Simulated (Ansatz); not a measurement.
# Molybdenum, simple cubic under revPBE: from relaxation to bulk modulus, part 2 of 2

Aim: take molybdenum in the simple cubic structure, relax it, solve it on a dense k-mesh, then scale the cell to 7 volumes from 88 to 112 % of the relaxed one and try a fit of the equation of state. Spin polarisation is left out. The k-meshes are 12×12×12 for the relaxation; 20×20×20 for the dense run; 14×14×14 for the volumes.

Ansatz 0.2.0; DFT, revPBE, plane waves (420 eV) with PAW, scalar-relativistic. The steps go on from the part before.

## (7) The cell scaled to 100 % of its volume

This is Mo in the simple cubic structure; at room conditions it is bcc.

input.yaml reads:

```yaml
crystal:
  lattice:
    - [2.6137321685, 0.0, 0.0]
    - [0.0, 2.6137321685, 0.0]
    - [0.0, 0.0, 2.6137321685]
  atoms:
    - { symbol: Mo, position: [0.0, 0.0, 0.0] }
hamiltonian:
  xc: revpbe
  pseudopotentials:
    kind: paw
    azcp:
      Mo: "pseudopotentials/Mo.paw.azcp"
basis:
  ecutwfc: 420
  fft_grid_basis: typed
kpoints:
  mp_grid: { grid: [14, 14, 14], shift: [0, 0, 0] }
magnetization:
  spin_polarized: false
scf:
  occupations: { method: fermi_dirac, width: 0.1 }
  lower_state_search: "off"
output:
  stress: true
```

Standard output, shortened:

```text
Warning: RAYON_NUM_THREADS=2 ignored (pool sized by the plan → 2); use --threads N
[...]
Pseudopotentials: kind: paw
Pseudopotential: Mo, paw, valence charge 14, recommended cutoff 420 eV (normal), <dir>
Functional definition: revPBE
[...]
Crystal: 1 atoms, lattice volume = 17.856 Å³
Basis set: ecut = 420 eV, 365 PW (Γ)
Bands: 11, of which v1, the nominal top of the filled ones, is band 7 counted from 1 (6 counted from 0)
Symmetry: 48 space group operations
Space group: Pm-3m (ITA 221), of the structure as read, at distance tolerance 2.6e-5 Å
k-points: 120 of 2744
[...]
SCF iter   1: F=—  HF=-4959.881607 eV  |F-HF|=—  |Δ(HF+E_count)|=         —  Δρ=2.71e-3  dr2=4.07e-4  ethr=1.77e-3  ⟨swp⟩=5.0  Hψ=7712  notcnv=0
[...]
SCF iter   6: F=-4959.882024 eV  HF=-4959.882024 eV  |F-HF|=9.46e-10  |Δ(HF+E_count)|=   1.53e-8  Δρ=3.60e-6  dr2=1.22e-9  ethr=1.64e-10  ⟨swp⟩=2.0  Hψ=4041  notcnv=0
[...]
SCF converged after 6 iterations
Free energy (F): -4959.882024 eV
[...]
E sigma→0 (E₀):  -4959.862512 eV
Entropy (-TS):   -0.039024 eV (-39.024 meV/atom)
Fermi energy:    17.992252 eV
[...]
--- Stress (GPa, compression-positive) ---
       -0.923999       0.000000       0.000000
        0.000000      -0.923999       0.000000
        0.000000       0.000000      -0.923999
  P = ⅓ Tr σ = -0.9240 GPa (-9.240 kbar)
```

Wall time 0.84 s (2 threads of an Arm CPU, shared host); peak memory 0.27 GiB.

## (8) The cell scaled to 104 % of its volume

Edit input.yaml of step 7 so:

```diff
@@ -2,5 +2,5 @@
   lattice:
-    - [2.6137321685, 0.0, 0.0]
-    - [0.0, 2.6137321685, 0.0]
-    - [0.0, 0.0, 2.6137321685]
+    - [2.6481273256, 0.0, 0.0]
+    - [0.0, 2.6481273256, 0.0]
+    - [0.0, 0.0, 2.6481273256]
   atoms:
@@ -25 +25,5 @@
   stress: true
+  write_density: true
+  write_potential: true
+  elf: true
+  volumetric_format: npy
```

Standard output, shortened:

```text
Warning: RAYON_NUM_THREADS=2 ignored (pool sized by the plan → 2); use --threads N
[...]
Pseudopotentials: kind: paw
Pseudopotential: Mo, paw, valence charge 14, recommended cutoff 420 eV (normal), <dir>
Functional definition: revPBE
[...]
Crystal: 1 atoms, lattice volume = 18.570 Å³
Basis set: ecut = 420 eV, 365 PW (Γ)
Bands: 11, of which v1, the nominal top of the filled ones, is band 7 counted from 1 (6 counted from 0)
Symmetry: 48 space group operations
Space group: Pm-3m (ITA 221), of the structure as read, at distance tolerance 2.6e-5 Å
k-points: 120 of 2744
[...]
SCF iter   1: F=—  HF=-4959.862616 eV  |F-HF|=—  |Δ(HF+E_count)|=         —  Δρ=3.01e-3  dr2=5.01e-4  ethr=1.77e-3  ⟨swp⟩=5.0  Hψ=7683  notcnv=0
[...]
SCF iter   6: F=-4959.863027 eV  HF=-4959.863027 eV  |F-HF|=2.03e-9  |Δ(HF+E_count)|=  3.16e-10  Δρ=4.96e-6  dr2=2.57e-9  ethr=3.47e-10  ⟨swp⟩=4.9  Hψ=6743  notcnv=0
[...]
SCF converged after 6 iterations
Free energy (F): -4959.863027 eV
[...]
E sigma→0 (E₀):  -4959.842421 eV
Entropy (-TS):   -0.041212 eV (-41.212 meV/atom)
Fermi energy:    17.154320 eV
[...]
--- Stress (GPa, compression-positive) ---
       -7.372798       0.000000       0.000000
        0.000000      -7.372798       0.000000
        0.000000       0.000000      -7.372798
  P = ⅓ Tr σ = -7.3728 GPa (-73.728 kbar)
--- Band table (eV; the first three rows and the last of 120) ---
  k-point 0: bands = ["-43.9446", "-17.3301", "-17.3301", "-17.3301", "10.8768", "13.2669", "13.2669", "20.6887", "20.6887", "20.6887", "32.1297"]
[...]
```

Run time: 1.1 s. Hardware: 2 threads of an Arm CPU, shared host; peak memory 0.27 GiB.

Density in a lattice plane of the grid's cell (edges 2.65 and 2.65 Å, at 0.000 of the third edge), which holds Mo.

Ten even steps from '0' (0.18 e/Å³) to '9' (6.53 e/Å³):
```
999986421000000012468999
999875321000000012357899
988754211000000011245788
766542110000000001124566
544321100000000000112344
222110000000000000001122
111000000000000000000011
000000000000000000000000
000000000000000000000000
000000000000000000000000
000000000000000000000000
000000000000000000000000
111000000000000000000011
222110000000000000001122
544321100000000000112344
766542110000000001124566
988754211000000011245788
999875321000000012357899
999986421000000012468999
999986531100000113568999
```
Columns run along the first of these edges and rows up along the second, over one cell in 24 and 20 even steps from the bottom left corner. Atoms in the plane (fractional): Mo at (0.00, 0.00).

ELF in the same plane.

Ten even steps from '0' (0.21) to '9' (0.77):
```
245799875322222357899754
567899864211211246899876
889988642111211124688998
999876421011211012467899
998754200011211000245789
776531000012221000013567
443210000122322100001234
322110001223332210001122
221111112334443321111112
222222223344444332222222
221111112334443321111112
322110001223332210001122
443210000122322100001234
776531000012221000013567
998754200011211000245789
999876421011211012467899
889988642111211124688998
567899864211211246899876
245799875322222357899754
024799985322222358999742
```
Columns run along the first of these edges and rows up along the second, over one cell in 24 and 20 even steps from the bottom left corner. Atoms in the plane (fractional): Mo at (0.00, 0.00).

Both are smooth fields of the valence electrons: close to the nuclei they are not physical.

Maxima of ELF outside the ion cores: 0.48 between the atoms, 1.9 Å from Mo.

## (9) The cell scaled to 108 % of its volume

Edit input.yaml of step 8 so:

```diff
@@ -2,5 +2,5 @@
   lattice:
-    - [2.6481273256, 0.0, 0.0]
-    - [0.0, 2.6481273256, 0.0]
-    - [0.0, 0.0, 2.6481273256]
+    - [2.6816514835, 0.0, 0.0]
+    - [0.0, 2.6816514835, 0.0]
+    - [0.0, 0.0, 2.6816514835]
   atoms:
@@ -25,5 +25 @@
   stress: true
-  write_density: true
-  write_potential: true
-  elf: true
-  volumetric_format: npy
```

Standard output, shortened:

```text
Warning: RAYON_NUM_THREADS=2 ignored (pool sized by the plan → 2); use --threads N
[...]
Pseudopotentials: kind: paw
Pseudopotential: Mo, paw, valence charge 14, recommended cutoff 420 eV (normal), <dir>
Functional definition: revPBE
[...]
Crystal: 1 atoms, lattice volume = 19.284 Å³
Basis set: ecut = 420 eV, 389 PW (Γ)
Bands: 11, of which v1, the nominal top of the filled ones, is band 7 counted from 1 (6 counted from 0)
Symmetry: 48 space group operations
Space group: Pm-3m (ITA 221), of the structure as read, at distance tolerance 2.7e-5 Å
k-points: 120 of 2744
[...]
SCF iter   1: F=—  HF=-4959.817749 eV  |F-HF|=—  |Δ(HF+E_count)|=         —  Δρ=3.37e-3  dr2=6.44e-4  ethr=1.77e-3  ⟨swp⟩=5.0  Hψ=7731  notcnv=0
[...]
SCF iter   6: F=-4959.818116 eV  HF=-4959.818116 eV  |F-HF|=2.28e-9  |Δ(HF+E_count)|=   4.68e-9  Δρ=4.96e-6  dr2=2.93e-9  ethr=4.45e-10  ⟨swp⟩=2.4  Hψ=4636  notcnv=0
[...]
SCF converged after 6 iterations
Free energy (F): -4959.818116 eV
[...]
E sigma→0 (E₀):  -4959.796438 eV
Entropy (-TS):   -0.043357 eV (-43.357 meV/atom)
Fermi energy:    16.375702 eV
[...]
--- Stress (GPa, compression-positive) ---
      -12.592207       0.000000      -0.000000
       -0.000000     -12.592207       0.000000
        0.000000       0.000000     -12.592207
  P = ⅓ Tr σ = -12.5922 GPa (-125.922 kbar)
```

Wall time 0.88 s (2 threads of an Arm CPU, shared host); peak memory 0.27 GiB.

## (10) The cell scaled to 112 % of its volume

Edit input.yaml of step 9 so:

```diff
@@ -2,5 +2,5 @@
   lattice:
-    - [2.6816514835, 0.0, 0.0]
-    - [0.0, 2.6816514835, 0.0]
-    - [0.0, 0.0, 2.6816514835]
+    - [2.7143577737, 0.0, 0.0]
+    - [0.0, 2.7143577737, 0.0]
+    - [0.0, 0.0, 2.7143577737]
   atoms:
```

Standard output, shortened:

```text
Warning: RAYON_NUM_THREADS=2 ignored (pool sized by the plan → 2); use --threads N
[...]
Pseudopotentials: kind: paw
Pseudopotential: Mo, paw, valence charge 14, recommended cutoff 420 eV (normal), <dir>
Functional definition: revPBE
[...]
Crystal: 1 atoms, lattice volume = 19.999 Å³
Basis set: ecut = 420 eV, 389 PW (Γ)
Bands: 11, of which v1, the nominal top of the filled ones, is band 7 counted from 1 (6 counted from 0)
Symmetry: 48 space group operations
Space group: Pm-3m (ITA 221), of the structure as read, at distance tolerance 2.7e-5 Å
k-points: 120 of 2744
[...]
SCF iter   1: F=—  HF=-4959.751886 eV  |F-HF|=—  |Δ(HF+E_count)|=         —  Δρ=3.71e-3  dr2=8.00e-4  ethr=1.77e-3  ⟨swp⟩=5.0  Hψ=7792  notcnv=0
[...]
SCF iter   6: F=-4959.752248 eV  HF=-4959.752248 eV  |F-HF|=3.72e-9  |Δ(HF+E_count)|=   1.51e-9  Δρ=6.46e-6  dr2=5.02e-9  ethr=4.68e-10  ⟨swp⟩=2.2  Hψ=4350  notcnv=0
[...]
SCF converged after 6 iterations
Free energy (F): -4959.752248 eV
[...]
E sigma→0 (E₀):  -4959.729526 eV
Entropy (-TS):   -0.045444 eV (-45.444 meV/atom)
Fermi energy:    15.650434 eV
[...]
--- Stress (GPa, compression-positive) ---
      -16.808311       0.000000      -0.000000
        0.000000     -16.808311       0.000000
        0.000000       0.000000     -16.808311
  P = ⅓ Tr σ = -16.8083 GPa (-168.083 kbar)
```

It took 0.87 s on 2 threads of an Arm CPU, shared host; peak memory 0.27 GiB.

## (11) Fitting the volumes

All volumes keep the relaxed shape and fractional coordinates.

```csv
V (Å³/atom),E − E₀ (meV/atom),P from the stress (GPa),P from the fit (GPa)
15.713,164.2,29.06,28.86
16.427,63.8,16.88,16.64
17.142,12.3,7.04,6.79
17.856,0.4,-0.92,-1.17
18.570,20.5,-7.37,-7.61
19.284,66.5,-12.59,-12.83
19.999,133.4,-16.81,-17.06
```

A third-order Birch-Murnaghan fit gives V₀ = 17.741 Å³/atom, B₀ = 184 GPa and B₀′ = 4.3; it misses no point by more than 0.03 meV/atom.

The fit is made to E(σ → 0), while the stress belongs to the free energy F; that is one source of the offset between the two pressures.

## (12) Outcome

The summary covers parts 1 to 2.

| quantity | value |
| --- | --- |
| space group (spins left aside) | Pm-3m (No. 221) |
| conventional cell | a = 2.614 Å |
| volume | 17.856 Å³/atom |
| shortest distance | 2.614 Å |
| gap on the mesh | none (levels filled in part) |
| relative to bcc | +1146 meV/atom |
| V₀, B₀, B₀′ | 17.741 Å³/atom, 184 GPa, 4.3 |

What this shows: The relaxation enlarged the cell by 6.1 % in volume. It lies 1146 meV/atom above the element's reference form at the same level (bcc, from a run of its own). Levels at the Fermi energy are filled in part, as in a metal. The fitted modulus is 184 GPa. The symmetry was held, so the structure may be unstable against distortions that break it.
